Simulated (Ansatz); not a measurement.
The system is Os.

```
CELL_PARAMETERS angstrom
2.73410 0.00000 0.00000
-1.36705 2.36780 0.00000
0.00000 0.00000 4.31970
ATOMIC_POSITIONS crystal
Os 0.66667 0.33333 0.75000
Os 0.33333 0.66667 0.25000
```

- Program: Ansatz 0.2.0
- Task: relaxation of cell and atoms
- Functional: BLYP
- Dispersion: D4
- Potentials or basis: all-electron LAPW, scalar-relativistic
- Basis error allowed: 0.001 eV/atom
- k mesh: 11 × 11 × 6
- Occupations: fermi-dirac, width 0.05 eV
- Spin: no spin polarisation

At the start: volume 13.98 Å³/atom.

**Question.** Where does the relaxation end?

**Answer.** Over 5 steps the energy falls by 12.0 meV/atom and the volume is 14.35 Å³/atom (+2.6 %); space group P6_3/mmc (No. 194, to 0.05 Å).

The path:
```tsv
step	energy change (eV)	largest force (eV/Å)	volume (Å³)
1	0.0000	0.0000	27.96
2	-0.0238	0.0000	28.78
3	-0.0241	0.0000	28.71
4	-0.0241	0.0000	28.70
5	-0.0241	0.0000	28.70
```

Final structure:
```
Os
1.0
     2.75864    0.00000    0.00000
    -1.37932    2.38905    0.00000
     0.00000    0.00000    4.35529
Os
2
Cartesian
  1.3793 0.7964 3.2665
  0.0000 1.5927 1.0888
```
